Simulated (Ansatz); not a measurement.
# The honeycomb GaAs bilayer (AB) between two gates, part 3 of 3

Aim: screening and gap of the neutral honeycomb GaAs bilayer (AB) between oppositely charged gates.

Ansatz 0.2.0; plane-wave DFT, PBE-D3(BJ), Ansatz PAW.

So far, gap along the path (eV): step 3 (gated layer, displacement field 0, start network) 0.848; step 4 (displacement field 0.905 V/nm) 0.869; step 5 (displacement field 1.81 V/nm) 0.891; step 6 (displacement field 2.71 V/nm) 0.912.

## Step 7: Gated layer, displacement field 3.62 V/nm

File input.yaml:

```yaml
crystal:
  lattice:
    - [4.0150554658, 0.0, 0.0]
    - [-2.0075277329, 3.477140031, 0.0]
    - [0.0, 0.0, 38.4256663937]
  atoms:
    - { symbol: As, position: [0.6666666667, 0.3333333333, 0.4450150539] }
    - { symbol: Ga, position: [0.3333333333, 0.6666666667, 0.461280972] }
    - { symbol: As, position: [0.0, 0.0, 0.5389911154] }
    - { symbol: Ga, position: [0.6666666667, 0.3333333333, 0.5549849461] }
  periodic: [true, true, false]
  symmetry: { detect: true }
kpoints:
  mp_grid: { grid: [42, 42, 1] }
  band_path:
    path: [[0, 0, 0], [0.5, 0, 0], [0.33333333, 0.33333333, 0], [0, 0, 0]]
    npoints: 16
hamiltonian:
  xc: pbe
  dispersion: d3bj
scf:
  occupations: { method: fermi_dirac, width: 0.02585 }
  convergence: { dr2_threshold: 1.0e-10 }
output:
  forces: true
  eigenvalues: true
  dos: { projected: true, e_range: [-3, 3], de: 0.01 }
  write_potential: true
  write_density: true
  volumetric_format: npy
  elf: true
external_charges:
  - { charge: 0, barrier: 10, axis: 3, height: 24.826, sigma: 0.25 }
  - { charge: -0.027922, axis: 3, height: 26.326, sigma: 0.5 }
  - { charge: 0, barrier: 10, axis: 3, height: 13.6, sigma: 0.25 }
  - { charge: 0.027922, axis: 3, height: 12.1, sigma: 0.5 }
```

The run is started by

```console
$ ansatz run input.yaml --threads 4 --pin off --max-ram 16384MiB --backend cpu --events-out ev --progress --plain --runs-dir out
```

Numbers of over 12 decimals in the logs are rounded to 6 here.

The program printed:

```text
[...]
Crystal: 4 atoms, lattice volume = 536.457 Å³
Basis set: ecut = 420 eV, 10557 PW (Γ), exchange–correlation on 54×54×540 points (8 copies of the dense FFT grid, shifted against one another)
Bands: 34, of which v1, the nominal top of the filled ones, is band 28 counted from 1 (27 counted from 0)
Symmetry: 6 space group operations
[...]
k-points: 169 of 1764 (time reversal used)
[...]
--- Band table (eV; the first three rows and the last of 169) ---
  k-point 0: bands = [... 24 lower, -5.4359, -5.4359, -5.0174, -5.0174, -3.9266, -3.6812, -1.5638, -0.4563, ... 2 higher]
  k-point 1: bands = [... 24 lower, -5.5097, -5.4489, -5.1096, -5.0282, -3.8476, -3.5888, -1.5582, -0.4912, ... 2 higher]
  k-point 2: bands = [... 24 lower, -5.6939, -5.4869, -5.3218, -5.0599, -3.6554, -3.3674, -1.5418, -0.5764, ... 2 higher]
  k-point 168: bands = [... 24 lower, -8.5517, -8.1691, -5.4316, -5.2094, -3.4009, -3.3871, 0.5988, 0.7055, ... 2 higher]
[key lines of the parts left out:]
SCF converged after 13 iterations
Free energy (F): -17278.902007 eV
Fermi energy:    -4.552218 eV
```

Wall time 2.3 min (4 threads of Arm Neoverse V1, shared host); peak memory 2.3 GiB.

Running mean over a fixed 2.7 Å (it still follows the layers) of the planar mean; beyond a gate it holds the 10 eV model barrier. Table of electron's electrostatic potential energy less the Fermi level by z:

z (Å), electron's electrostatic potential energy less the Fermi level (eV) and a bar from the least value:
```
        4       13.8 ############################
        5       13.8 ############################
        6       13.8 ############################
        7       13.8 ############################
        8       13.8 ############################
        9       13.8 ############################
       10       13.8 ############################
       11       13.8 ############################
       12       13.8 ############################
       13       11.4 ########################
       14        8.0 ##################
       15        4.4 ############
       16        1.4 #######
       17       -2.1 #
       18       -1.9 ##
       19        0.0 #####
       20       -1.0 ###
       21       -2.9 
       22       -1.2 ###
       23        2.7 #########
       24        6.3 ###############
       25       10.5 ######################
       26       14.3 ############################
       27       15.3 ##############################
       28       15.3 ##############################
       29       15.3 ##############################
       30       15.3 ##############################
       31       15.3 ##############################
       32       15.3 ##############################
       33       15.3 ##############################
       34       15.3 ##############################
       35       15.3 ##############################
```

The gap, the smaller of path and mesh, is 0.933 eV.

## Step 8: Gated layer, displacement field -1.81 V/nm

Edit input.yaml of step 7 so:

```diff
@@ -33,4 +33,4 @@
   - { charge: 0, barrier: 10, axis: 3, height: 24.826, sigma: 0.25 }
-  - { charge: -0.027922, axis: 3, height: 26.326, sigma: 0.5 }
+  - { charge: 0.013961, axis: 3, height: 26.326, sigma: 0.5 }
   - { charge: 0, barrier: 10, axis: 3, height: 13.6, sigma: 0.25 }
-  - { charge: 0.027922, axis: 3, height: 12.1, sigma: 0.5 }
+  - { charge: -0.013961, axis: 3, height: 12.1, sigma: 0.5 }
```

The program printed:

```text
[...]
Crystal: 4 atoms, lattice volume = 536.457 Å³
Basis set: ecut = 420 eV, 10557 PW (Γ), exchange–correlation on 54×54×540 points (8 copies of the dense FFT grid, shifted against one another)
Bands: 34, of which v1, the nominal top of the filled ones, is band 28 counted from 1 (27 counted from 0)
Symmetry: 6 space group operations
[...]
k-points: 169 of 1764 (time reversal used)
[...]
--- Band table (eV; the first three rows and the last of 169) ---
  k-point 0: bands = [... 24 lower, -5.5381, -5.5381, -4.9229, -4.9229, -4.0040, -3.5530, -1.8427, -0.5303, ... 2 higher]
  k-point 1: bands = [... 24 lower, -5.6082, -5.5508, -5.0142, -4.9340, -3.9253, -3.4639, -1.8366, -0.5607, ... 2 higher]
  k-point 2: bands = [... 24 lower, -5.7812, -5.5879, -5.2270, -4.9666, -3.7336, -3.2491, -1.8185, -0.6371, ... 2 higher]
  k-point 168: bands = [... 24 lower, -8.6510, -8.0784, -5.5360, -5.1189, -3.5302, -3.3276, 0.3801, 0.7575, ... 2 higher]
[key lines of the parts left out:]
SCF converged after 13 iterations
Free energy (F): -17278.875006 eV
Fermi energy:    -4.525887 eV
```

It took 2.4 min on 4 threads; peak memory 2.3 GiB.

The density of states has structure finer than the step of the table below, so its rows give means over 0.2 eV, whole bins alone (the curve runs from -3 to 2.4 eV). Peaks (eV: height): -2.82: 5.18, -2.70: 4.43, -1.35: 6.08, -0.82: 5.61, -0.59: 5.22, 1.00: 4.36, 1.74: 4.59.

The density of states by energy, zero at the Fermi level of the run, which the smearing sets inside the gap; means over each step:

energy (eV), density of states (states/eV a cell) and a bar:
```
     -2.8       3.73 ##############################
     -2.6       3.13 #########################
     -2.4       2.49 ####################
     -2.2       2.33 ###################
     -2.0       2.56 #####################
     -1.8       3.08 #########################
     -1.6       2.54 ####################
     -1.4       3.08 #########################
     -1.2       2.83 #######################
     -1.0       2.28 ##################
     -0.8       3.74 ##############################
     -0.6       3.27 ##########################
     -0.4       0.21 ##
     -0.2       0.00 
      0.0       0.00 
      0.2       0.00 
      0.4       0.30 ##
      0.6       0.90 #######
      0.8       1.32 ###########
      1.0       2.22 ##################
      1.2       1.51 ############
      1.4       1.68 #############
      1.6       2.98 ########################
      1.8       3.31 ###########################
      2.0       2.40 ###################
      2.2       2.88 #######################
```

The gap, the smaller of path and mesh, is 0.806 eV.

## Step 9: The series together

This step: plane-wave DFT, PBE-D3(BJ), Ansatz PAW; response to a displacement field between two gates (Ansatz 0.2.0).

The potential behind each gate is read from every run and counted from the uncharged case.

This step gave:

| Item | Value |
| --- | --- |
| electrostatic distance between the gates | 7.771 Å |
| geometric distance between the gates | 14.23 Å |

Electron's potential behind the upper gate less behind the lower, less the value without field. Step of the electron's potential energy between the gates against displacement field D/eps0:

| displacement field D/eps0 (V/nm) | step of the electron's potential energy between the gates (eV) |
| --- | --- |
| -1.81 | -1.40 |
| 0.00 | 0 |
| 0.90 | 0.703 |
| 1.81 | 1.41 |
| 2.71 | 2.11 |
| 3.62 | 2.82 |

The smaller of the gaps on the path and on the k-mesh, counted as 0 under 0.03 eV. Table of gap by displacement field D/eps0:

| displacement field D/eps0 (V/nm) | gap (eV) |
| --- | --- |
| -1.81 | 0.806 |
| 0.00 | 0.848 |
| 0.90 | 0.869 |
| 1.81 | 0.891 |
| 2.71 | 0.912 |
| 3.62 | 0.933 |

By hand: 3.62 V/nm over the 14.23 Å between the sheets would give 5.15 V in vacuum; the run has 2.82 V, as over 7.78 Å.

## Step 10: The same run with other settings

This step: plane-wave DFT, PBE-D3(BJ), Ansatz PAW (Ansatz 0.2.0).

An input spoilt on purpose, to show how the run answers: it repeats the earlier run at 0.905 V/nm with crystal.lattice to [[7.58735511, 0.0, -0.0], [-3.79367755, 6.57084227, 0.0], [0.0, 0.0, 72.61398469]], and scf.max_iter set to 50.

The cell differs from the one that the last finished run ended in (a 4.015 → 7.587 Å, b 4.015 → 7.587 Å, c 38.426 → 72.614 Å).

Edit input.yaml of step 8 so:

```diff
@@ -2,5 +2,5 @@
   lattice:
-    - [4.0150554658, 0.0, 0.0]
-    - [-2.0075277329, 3.477140031, 0.0]
-    - [0.0, 0.0, 38.4256663937]
+    - [7.58735511, 0.0, 0.0]
+    - [-3.79367755, 6.57084227, 0.0]
+    - [0.0, 0.0, 72.61398469]
   atoms:
@@ -23,2 +23,3 @@
   convergence: { dr2_threshold: 1.0e-10 }
+  max_iter: 50
 output:
@@ -26,3 +27,2 @@
   eigenvalues: true
-  dos: { projected: true, e_range: [-3, 3], de: 0.01 }
   write_potential: true
@@ -30,7 +30,6 @@
   volumetric_format: npy
-  elf: true
 external_charges:
   - { charge: 0, barrier: 10, axis: 3, height: 24.826, sigma: 0.25 }
-  - { charge: 0.013961, axis: 3, height: 26.326, sigma: 0.5 }
+  - { charge: -0.00698, axis: 3, height: 26.326, sigma: 0.5 }
   - { charge: 0, barrier: 10, axis: 3, height: 13.6, sigma: 0.25 }
-  - { charge: -0.013961, axis: 3, height: 12.1, sigma: 0.5 }
+  - { charge: 0.00698, axis: 3, height: 12.1, sigma: 0.5 }
```

The program printed:

```text
Engine: ansatz 0.2.0, aarch64-unknown-linux-gnu
Pseudopotentials: kind: paw
Pseudopotential: As, paw, valence charge 15, recommended cutoff 420 eV (normal), As.paw.azcp
Pseudopotential: Ga, paw, valence charge 13, recommended cutoff 420 eV (normal), Ga.paw.azcp
Functional definition: PBE
  parameter kappa = 0.804
  parameter beta = 0.066725
  exchange = pbe_x(kappa = kappa, mu = beta*pi^2/3)
  correlation = pbe_c(beta = beta)
Crystal: 4 atoms, lattice volume = 3620.193 Å³
Basis set: ecut = 420 eV, 70863 PW (Γ), exchange–correlation on 108×108×972 points (8 copies of the dense FFT grid, shifted against one another)
Bands: 34, of which v1, the nominal top of the filled ones, is band 28 counted from 1 (27 counted from 0)
Symmetry: 6 space group operations
Space group: P3m1 (ITA 156), of the structure as read, at distance tolerance 1.5e-4 Å
k-points: 169 of 1764 (time reversal used)
Non-local potential: As, projectors of the file, l = 0: 2, l = 1: 2, l = 2: 3, l = 3: 1
Non-local potential: Ga, projectors of the file, l = 0: 2, l = 1: 2, l = 2: 3, l = 3: 1
PAW form: soft (Blöchl's): semilocal exchange-correlation on the pseudo side does not see the compensation charge
PAW one-centre angular grid: As, 590 points (default); XC on 64 Gauss nodes
PAW one-centre angular grid: Ga, 590 points (default); XC on 64 Gauss nodes
Initial density: superposition of atomic densities (neutral atoms: chi_scale 0, normalization atom), corrected by the library's trained network
Initial wavefunctions: pseudopotential atomic-orbital guess
Functional: x = pbe(κ = 0.804, μ = 0.219515), c = pbe(β = 0.066725)
SCF iter   1: F=—  HF=-17269.573590 eV  |F-HF|=—  |Δ(HF+E_count)|=         —  Δρ=9.23e-3  dr2=5.20e1  ethr=1.77e-3  ⟨swp⟩=9.7  Hψ=26047  notcnv=0
preconditioner: auto → LDOS  [metal: Δε(μ)=0.002 eV  Ē_g=3.020 eV  σ=0.026 eV  W_gap=0.02  n_scr=168 (ndim 8)  ℏωp=2.1 eV  f_vac=0.878  D(μ)=26.37/eV (n_scr^D=116)  β→1.0]
SCF iter   2: F=—  HF=-17480.242889 eV  |F-HF|=—  |Δ(HF+E_count)|=    2.11e2  Δρ=7.71e-2  dr2=2.10e3  ethr=1.77e-3  ⟨swp⟩=25.0  Hψ=118159  notcnv=3  defer=353  recentre
```

Elapsed: 10 min, on 4 threads; peak memory 11 GiB.

The run was cut off at its time limit.

The fault put into the input: a lattice typed in bohr.

## Step 11: Varying the input: scf.n_extra_bands = 16

Another changed input: it repeats the earlier run at 0.905 V/nm with scf.n_extra_bands to 16.

Edit input.yaml of step 10 so:

```diff
@@ -2,5 +2,5 @@
   lattice:
-    - [7.58735511, 0.0, 0.0]
-    - [-3.79367755, 6.57084227, 0.0]
-    - [0.0, 0.0, 72.61398469]
+    - [4.0150554658, 0.0, 0.0]
+    - [-2.0075277329, 3.477140031, 0.0]
+    - [0.0, 0.0, 38.4256663937]
   atoms:
@@ -23,3 +23,3 @@
   convergence: { dr2_threshold: 1.0e-10 }
-  max_iter: 50
+  n_extra_bands: 16
 output:
```

The program printed:

```text
[...]
Crystal: 4 atoms, lattice volume = 536.457 Å³
Basis set: ecut = 420 eV, 10557 PW (Γ), exchange–correlation on 54×54×540 points (8 copies of the dense FFT grid, shifted against one another)
Bands: 44, of which v1, the nominal top of the filled ones, is band 28 counted from 1 (27 counted from 0)
Symmetry: 6 space group operations
[...]
k-points: 169 of 1764 (time reversal used)
[...]
SCF iter   1: F=—  HF=-17279.484393 eV  |F-HF|=—  |Δ(HF+E_count)|=         —  Δρ=1.55e-2  dr2=2.60e0  ethr=3.10e-3  ⟨swp⟩=13.4  Hψ=55636  notcnv=0  defer=811
[...]
SCF iter  13: F=-17278.908989 eV  HF=-17278.908989 eV  |F-HF|=1.46e-9  |Δ(HF+E_count)|=   1.90e-9  Δρ=1.25e-7  dr2=8.49e-11  ethr=1.00e-12  ⟨swp⟩=26.1  Hψ=85627  notcnv=0
SCF 1 converged in 13 iterations: F = -17278.908989 eV  dr2 = 8.49e-11
[...]
SCF converged after 13 iterations
Free energy (F): -17278.908989 eV
[...]
Internal energy: -17278.908989 eV  (E = F + TS)
E sigma→0 (E₀):  -17278.908989 eV
Fermi energy:    -4.532985 eV
[...]
--- Forces (eV/Å), atoms and charges each counted from 1 ---
  atom   1  As     0.00000000    -0.00000000     0.00028979
  atom   2  Ga     0.00000000     0.00000000     0.00926722
  atom   3  As     0.00000000     0.00000000    -0.00526122
  atom   4  Ga     0.00000000     0.00000000    -0.00355926
  external charge   1     0.00000000     0.00000000     0.01282922
  external charge   2     0.00000000     0.00000000    -0.00031607
  external charge   3     0.00000000     0.00000000    -0.01356446
  external charge   4     0.00000000     0.00000000     0.00031540
  max |Σ_I F_I| component, the external charges' with the atoms': 6.22e-7 eV/Å
--- Band table (eV; the first three rows and the last of 169) ---
  k-point 0: bands = [... 24 lower, -5.4833, -5.4833, -4.9632, -4.9632, -3.9612, -3.6098, -1.6922, -0.4874, ... 12 higher]
  k-point 1: bands = [... 24 lower, -5.5550, -5.4960, -5.0550, -4.9742, -3.8823, -3.5192, -1.6864, -0.5198, ... 12 higher]
  k-point 2: bands = [... 24 lower, -5.7331, -5.5335, -5.2679, -5.0064, -3.6900, -3.3013, -1.6694, -0.6004, ... 12 higher]
  k-point 168: bands = [... 24 lower, -8.5977, -8.1168, -5.4798, -5.1563, -3.4558, -3.3578, 0.4963, 0.7453, ... 12 higher]
```

It took 3.1 min on 4 threads; peak memory 2.9 GiB; 12 min of CPU time.

Numbers from this step:

- gap along the path: 0.8694 eV
- smallest direct gap along the path: 1.002 eV
- gap, the smaller of path and mesh: 0.8694 eV
- potential beyond the upper barrier and gate, less the barrier, from the Fermi level: 4.235 eV

Electronic bands along the path, in eV, zero at the Fermi level of the run, which the smearing sets inside the gap:

| point | band 25 | band 26 | band 27 | band 28 | band 29 | band 30 | band 31 | band 32 |
| --- | --- | --- | --- | --- | --- | --- | --- | --- |
| Γ | -0.95 | -0.95 | -0.43 | -0.43 | 0.57 | 0.92 | 2.84 | 4.05 |
| halfway | -2.83 | -1.83 | -1.23 | -1.22 | 1.53 | 2.17 | 2.73 | 3.85 |
| M | -2.43 | -1.81 | -1.74 | -0.89 | 0.44 | 1.53 | 2.06 | 2.91 |
| halfway | -3.45 | -2.87 | -1.34 | -0.73 | 0.87 | 1.71 | 3.39 | 3.95 |
| K | -4.06 | -3.58 | -0.95 | -0.62 | 1.08 | 1.18 | 5.03 | 5.28 |
| halfway | -2.68 | -2.46 | -1.89 | -1.03 | 2.00 | 2.53 | 3.48 | 4.06 |
| Γ | -0.95 | -0.95 | -0.43 | -0.43 | 0.57 | 0.92 | 2.84 | 4.05 |

| quantity | this run | earlier run | difference |
| --- | --- | --- | --- |
| gap along the path (eV) | 0.8694 | 0.8694 | 5.0e-6 |
| smallest direct gap along the path (eV) | 1.002 | 1.002 | 7.0e-6 |
| potential beyond the upper barrier and gate, less the barrier, from the Fermi level (eV) | 4.235 | 4.235 | 4.5e-5 |

Nothing in the table moves by 0.01 in its unit. The run took 13 SCF cycles against 14.

On this path the gap is indirect, 0.87 eV, with the valence top at Γ and the conduction bottom at M. The least direct gap is 1.00 eV.

## Step 12: What came out

```json
{"gap with uncharged gates": "0.848 eV", "electrostatic distance between the gates": "7.77 Å", "geometric distance between the gates": "14.2 Å", "gap at 3.62 V/nm": "0.933 eV"}
```

In words: The gap goes from 0.85 to 0.93 eV at 3.6 V/nm. The layers screen the field: the voltage is that of a vacuum gap 6.5 Å narrower than the real distance. The gates are charged sheets behind model barriers, not atoms. Gaps are the smaller of those on the path and on the mesh; band edges between these points would make them smaller still. Spin-orbit coupling is left out.

[Logs are printed without paths, hosts, clocks, repeated set-up lines and the standing remarks that a program may print on its own settings, such as how far it seeks lower states.]

[Hosts, paths, dates, database ids (printed as entryN), source tags and the programs' standing remarks are cut or masked in the printed files.]

[Maps of the electrostatic potential energy from Ansatz leave out the sawtooth potential of an applied field or a dipole correction, so their vacuum need not be flat; planar profiles and work functions include it.]
